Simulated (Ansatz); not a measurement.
# TiAl (P-6m2), stationary points along a deformation path

Theory: DFT PBEsol, scalar-relativistic, plane waves, PAW in Ansatz 0.2.0. Settings: plane waves to 420 eV, k-mesh 24×24×14 (Γ-centred), Gaussian smearing 0.15 eV. No spin polarisation. Energies are free energies at this smearing, counted from the undisturbed cell; pressure is positive in compression.

Reference structure (relaxed at this level; it needn't be the usual structure):

```yaml
crystal:
  lattice:
    - [2.84782, 0.00000, 0.00000]
    - [-1.42391, 2.46629, 0.00000]
    - [0.00000, 0.00000, 4.61994]
  atoms:
    - { symbol: Ti, position: [0.00000, 0.00000, 0.00000] }
    - { symbol: Al, position: [0.33333, 0.66667, 0.50000] }
```

At fixed volume and fractional coordinates, lengths along (0.000, 0.000, 1.000) are scaled against those across it; ρ is that ratio over its starting value. V = 16.224 Å³/atom. Δσ is the stress along the axis less the mean stress across it (compression positive).

| ρ | ΔE (meV/atom) | Δσ (GPa) | space group |
| --- | --- | --- | --- |
| 0.800 | 201.4 | 24.10 | P-6m2 |
| 0.850 | 111.2 | 19.61 | P-6m2 |
| 0.920 | 30.2 | 10.51 | P-6m2 |
| 0.960 | 7.3 | 5.39 | P-6m2 |
| 1.000 | 0.0 | -0.22 | P-6m2 |
| 1.050 | 13.2 | -8.05 | P-6m2 |
| 1.100 | 51.9 | -16.73 | P-6m2 |
| 1.200 | 198.8 | -32.91 | P-6m2 |
| 1.300 | 410.2 | -44.64 | P-6m2 |

Question: How does the stress give the slope of the energy, and where is the energy stationary?

Answer: Along the path d ln(length) is 2/3 d ln ρ on the axis and −1/3 d ln ρ across it, so dE/d ln ρ = −(2/3) V Δσ: the energy falls with ρ where Δσ is positive. Δσ vanishes or changes sign between ρ = 0.960 and 1.000, a minimum (near 1.00 by linear interpolation). Pairs of stationary points between two samples would go unseen, and could change a minimum read from distant neighbours into a maximum.

Question: Integrate that slope from ρ = 1 to 1.200 by the trapezoid rule.

Answer: With V/N in Å³ and 1 eV/Å³ = 160.2 GPa the slopes at ρ = 1.000, 1.050, 1.100, 1.200 are 15, 544, 1129, 2222 meV/atom per unit of ln ρ. The steps add 13.6 + 38.9 + 145.8 = 198.3 meV/atom, against 198.8 from the energies; the trapezoid rule misses the curvature of the slope within each step.

In a metal these slopes depend on the k mesh and the smearing.

Cost: 9 runs of about 2.2 core-minutes in all, on Arm Neoverse V2 (shared hosts).